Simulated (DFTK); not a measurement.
# PbO (Litharge) (P4/nmm) in DFTK: reference runs

Reference runs on PbO (Litharge): the cell as given.

Everything below comes from runs of DFTK 0.8.2. Logs are shortened: lines on timing, memory, paths and dates and some standing lists are left out, and cuts for length are marked.

## Step 1: Starting point

It takes space group P4/nmm (No. 129, tetragonal). Conventional cell: a = 3.990 Å, b = 3.990 Å, c = 5.010 Å, α = 90.00°, β = 90.00°, γ = 90.00°. Around Pb (site symmetry 4mm) lie 4 O at 2.33 Å. Around O (site symmetry -4m2) lie 4 Pb at 2.33 Å.

## Step 2: Single point, PBE

run.jl reads:

```julia
using DFTK
using PseudoPotentialData
using Unitful, UnitfulAtomic
using LinearAlgebra, Printf
include("save.jl")
disable_threading()

# lattice vectors are the columns
lattice = austrip(1u"Å") * [          3.99            0.0            0.0;
                      0.0           3.99            0.0;
                      0.0            0.0           5.01]
symbols   = [:Pb, :Pb, :O, :O]
positions = [[0.5, 0.0, 0.76],
             [0.0, 0.5, 0.24],
             [0.5, 0.5, 0.0],
             [0.0, 0.0, 0.0]]
pseudopotentials = PseudoFamily("dojo.nc.sr.pbe.v0_4_1.standard.upf")
elements = Dict(s => ElementPsp(s, pseudopotentials) for s in unique(symbols))
atoms    = [elements[s] for s in symbols]

build_model(lattice, positions; symmetries=true) =
    model_DFT(lattice, atoms, positions;
              functionals=PBE(),
              temperature=austrip(0.05u"eV"),
              smearing=Smearing.FermiDirac(),
              symmetries)
Ecut  = 42.0  # hartree
kgrid = [7, 7, 6]
tol   = 1e-6
to_GPa = ustrip(uconvert(u"GPa", 1u"hartree/bohr^3"))

model = build_model(lattice, positions)
basis = PlaneWaveBasis(model; Ecut, kgrid)
display(basis)
scfres = self_consistent_field(basis;
                               tol,
                               nbandsalg=AdaptiveBands(model; n_bands_converge=25))
display(scfres.energies)
@printf "Fermi level: %.6f eV\n" ustrip(auconvert(u"eV", something(scfres.εF, NaN)))
forces = compute_forces_cart(scfres)
println("Forces (eV/Å)")
for (s, f) in zip(symbols, forces)
    @printf "%-3s %12.6f %12.6f %12.6f\n" s ustrip.(auconvert.(u"eV/Å", f))...
end
stress = compute_stresses_cart(scfres)
println("Stress (GPa)")
display(round.(stress * to_GPa; digits=4))
println("Levels at the first k-point (eV): ", round.(ustrip.(auconvert.(u"eV", scfres.eigenvalues[1][1:scfres.n_bands_converge])); digits=4))
save_scf!(scfres; forces, stress)
```

Potentials or basis: dojo.nc.sr.pbe.v0_4_1.standard.upf (PBE).

Run with:

```console
julia --threads=1 run.jl  # save.jl only writes the numbers to a file and isn't shown; printed stress counts tension as positive; times include loading and compiling
```

Log:

```text
PlaneWaveBasis discretization:

    Ecut                 : 42.0 Ha
    fft_size             : (48, 48, 60), 138240 total points
    kgrid                : MonkhorstPack([7, 7, 6])
    num.   red. kpoints  : 294
    num. irred. kpoints  : 40

    Discretized Model(gga_x_pbe+gga_c_pbe, 3D):
        lattice (in Bohr)    : [7.54001   , 0         , 0         ]
                               [0         , 7.54001   , 0         ]
                               [0         , 0         , 9.46753   ]
        unit cell volume     : 538.25 Bohr³

        atoms                : O₂Pb₂
        pseudopot. family    : PseudoFamily("dojo.nc.sr.pbe.v0_4_1.standard.upf")

        num. electrons       : 40
        spin polarization    : none
        temperature          : 0.0018375 Ha
        smearing             : DFTK.Smearing.FermiDirac()

        terms                : Kinetic()
                               AtomicLocal()
                               AtomicNonlocal()
                               Ewald(nothing)
                               PspCorrection()
                               Hartree()
                               Xc(gga_x_pbe, gga_c_pbe)
                               Entropy()
n     Energy            log10(ΔE)   log10(Δρ)   Diag   Δtime
---   ---------------   ---------   ---------   ----   ------
  1   -173.4608515808                   -0.36    3.9    27.3s
  2   -173.8224175330       -0.44       -0.90    3.0    16.5s
  3   -173.8333129038       -1.96       -1.20    2.4    17.9s
  4   -173.8355688340       -2.65       -1.73    2.0    12.8s
  5   -173.8356651526       -4.02       -2.16    1.0    11.4s
  6   -173.8356776781       -4.90       -2.70    1.6    12.2s
  7   -173.8356797345       -5.69       -3.07    2.4    14.4s
  8   -173.8356800625       -6.48       -3.61    1.9    13.9s
  9   -173.8356800996       -7.43       -4.19    1.6    12.3s
 10   -173.8356801040       -8.35       -4.81    2.3    16.0s
 11   -173.8356801042       -9.60       -5.09    2.2    12.4s
 12   -173.8356801043      -10.27       -5.99    1.6    13.2s
 13   -173.8356801043      -11.42       -5.85    3.2    17.4s
 14   -173.8356801043      -11.81       -6.64    1.0    10.6s
Energy breakdown (in Ha):
    Kinetic             91.4362004
    AtomicLocal         -117.4367191
    AtomicNonlocal      -34.0712280
    Ewald               -113.5690016
    PspCorrection       7.5374520
    Hartree             40.6506227
    Xc                  -48.3830064
    Entropy             -0.0000000

    total               -173.835680104289
Fermi level: 4.381672 eV
Forces (eV/Å)
Pb     -0.000000     0.000000    -0.065500
Pb     -0.000000    -0.000000     0.065500
O      -0.000000     0.000000     0.000000
O      -0.000000    -0.000000     0.000000
Stress (GPa)
3×3 StaticArraysCore.SMatrix{3, 3, Float64, 9} with indices SOneTo(3)×SOneTo(3):
 -3.9636   0.0      0.0
  0.0     -3.9636   0.0
  0.0      0.0     -2.5088
Levels at the first k-point (eV): [-14.5273, -14.0314, -12.3335, -12.3335, -12.2793, -12.2455, -12.1773, -12.122, -12.1119, -12.1119, -12.0801, -10.7437, -3.4461, -3.0525, -0.4576, -0.4576, 2.0418, 2.1333, 2.1333, 3.68, 6.0846, 9.206, 9.206, 9.3002, 10.3118]
```

Wall time 5.8 min (1 thread of Intel Xeon Platinum 8488C (Sapphire Rapids), shared host); peak memory 2.7 GiB.

Results:

- Free energy: -4730.3098 eV
- Pressure: 3.5 GPa
- Largest force: 0.066 eV/Å
- Band gap on the k mesh: 1.40 eV, indirect (least direct gap 2.36 eV)

Forces in eV/Å, atoms in the order of the input:
```
Pb   0.000  0.000 -0.066
Pb   0.000  0.000  0.066
O    0.000  0.000  0.000
O    0.000  0.000  0.000
```

Caveat: spin-orbit coupling is left out, which as a rule narrows the gap of such compounds by several tenths of an eV; an odd mesh through Γ misses points on the zone boundary, where band edges often lie.
